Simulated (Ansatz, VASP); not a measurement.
One calculation of Sb, two programs

Contents of INCAR:

```
SYSTEM = Sb
ALGO = Normal
EDIFF = 1E-7
ENCUT = 520
GGA = PS
ISIF = 2
ISMEAR = 0
LASPH = .TRUE.
LCHARG = .FALSE.
LREAL = .FALSE.
LWAVE = .FALSE.
NBANDS = 8
NELM = 80
PREC = Accurate
SIGMA = 0.15
```

Contents of KPOINTS:

```
k-points
0
G
  16 16 16
  0 0 0
```

Contents of POSCAR:

```
Sb
1.0
    2.9072000000      0.0000000000      0.0000000000
    0.0000000000      2.9072000000      0.0000000000
    0.0000000000      0.0000000000      3.0336000000
Sb
1
Direct
    0.0000000000      0.0000000000      0.0000000000
```

Input for Ansatz:

```yaml
crystal:
  lattice:
    - [2.9072, 0.0, 0.0]
    - [0.0, 2.9072, 0.0]
    - [0.0, 0.0, 3.0336]
  atoms:
    - { symbol: Sb, position: [0.0, 0.0, 0.0] }
basis:
  ecutwfc: 420
kpoints:
  mp_grid: { grid: [16, 16, 16] }
hamiltonian:
  xc: pbesol
scf:
  occupations: { method: gaussian, width: 0.15 }
output:
  forces: true
  stress: true
  eigenvalues: true
```

Change from the starting cell: strain -0.080 along x and y, -0.040 along z, atoms carried along.

Alike in both runs: task single point; functional PBEsol; k mesh 16 × 16 × 16; occupations gaussian, width 0.15 eV; no spin polarisation.

```csv
,VASP,Ansatz
version,VASP 6.6.1,Ansatz 0.2.0
potentials or method,"VASP PAW PBE potentials, release 64 (Sb)","scalar-relativistic, plane waves, PAW"
plane-wave cutoff (eV),520,420
valence electrons in the cell,5,15
```

|  | VASP | Ansatz | Ansatz less VASP |
| --- | --- | --- | --- |
| gap on the k mesh at the Fermi level (eV) | none | none | - |
| pressure (GPa) | 9.8 | 9.4 | -0.32 |
| largest component of the traceless stress (GPa) | 6.05 | 5.94 | -0.104 |

A gap of «none» marks a metal or a gap that the smearing closes. The two sets of potentials don't hold the same shells in valence.

Caveats: the PAW data sets were made with another functional, which shifts forces and pressure a little (VASP). The runs have no spin-orbit coupling, so splittings on Sb are missing.
